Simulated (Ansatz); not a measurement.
## Strained layers on GaP(001)

Plane-wave DFT in Ansatz, PBEsol, scalar-relativistic PAW potentials, cutoff 420 eV, no spin-orbit coupling; no spin polarisation. Relaxed cubic crystals, elastic constants with ions relaxed. The substrate, GaP (F-43m), has a = 5.438 Å.

```tsv
film	a (Å)	C11 (GPa)	C12 (GPa)
AlAs (F-43m)	5.675	108.0	54.4
GaAs (F-43m)	5.659	109.5	49.2
ZnS (F-43m)	5.356	107.1	64.9
ZnSe (F-43m)	5.633	89.2	53.2
```

Question: For coherent growth on (001), give the strains, the film stress and the thickness at which misfit dislocations become favourable.

Answer: In the plane ε∥ = a_s/a − 1; free along the normal, ε⊥ = −(2C12/C11) ε∥; the stress is Mε∥ with M = C11 + C12 − 2C12²/C11 (tension positive). For 60° dislocations (b = a/√2, ν = C12/(C11 + C12)) the Matthews–Blakeslee balance for one layer on a thick substrate is h = b(1 − ν/4)(ln(h/b) + 1)/(4π|ε∥|(1 + ν)).
| film | ε∥ (%) | ε⊥ (%) | M (GPa) | stress (GPa) | h_c (nm) |
| --- | --- | --- | --- | --- | --- |
| AlAs (F-43m) | -4.18 | +4.21 | 108 | -4.5 | 1.0 |
| GaAs (F-43m) | -3.91 | +3.51 | 115 | -4.5 | 1.2 |
| ZnS (F-43m) | +1.53 | -1.85 | 93 | +1.4 | 4.5 |
| ZnSe (F-43m) | -3.46 | +4.13 | 79 | -2.7 | 1.3 |

h_c falls faster than 1/|ε∥|, owing to the logarithm, and depends on stiffness only through ν, since the film's and the dislocation's energy both scale with the shear modulus. It is an isotropic equilibrium estimate: cool growth keeps films coherent beyond it, large misfits give islands first, linear elasticity loses accuracy past a few per cent, and values of a few b mean that hardly any coherent film forms. The misfits are those of this functional at 0 K and can differ from measured ones by up to about one per cent of strain, enough to change h_c of ZnS (F-43m) severalfold. Thicker films in tension may also crack. Interfaces between crystals of different valence carry charges of their own.

Cost: about 12 core-minutes for the runs cited, on Intel Xeon Platinum 8259CL (Skylake/Cascade Lake), Intel Xeon Platinum 8375C (Ice Lake), Arm Neoverse V1 and other processors (shared hosts).